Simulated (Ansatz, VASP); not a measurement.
One calculation of SiC (Moissanite 3C), two programs

```xyz
2
Lattice="0.0000 2.1725 2.1725 2.1725 0.0000 2.1725 2.1725 2.1725 0.0000" Properties=species:S:1:pos:R:3 pbc="T T T"
Si    0.0000    0.0000    0.0000
C     1.0862    1.0862    1.0862
```

Alike in both runs: task single point; functional r2SCAN; k mesh 10 × 10 × 10; occupations gaussian, width 0.05 eV; no spin polarisation.

```csv
,VASP,Ansatz
version,VASP 6.6.1,Ansatz 0.2.0
potentials or method,"VASP PAW PBE potentials, release 64 (Si, C)","scalar-relativistic, plane waves, PAW"
plane-wave cutoff (eV),520,500
valence electrons in the cell,8,8
```

```tsv
	VASP	Ansatz	Ansatz less VASP
gap on the k mesh at the Fermi level (eV)	1.72	1.71	-0.011
least direct gap on the mesh (eV)	5.07	5.06	-0.013
pressure (GPa)	1.6	1.8	+0.19
```

Caveats: the PAW data sets were made with another functional, which shifts forces and pressure a little (VASP). r2SCAN opens gaps a little over a GGA but as a rule still falls short of measured ones. A k mesh can miss the band edges.
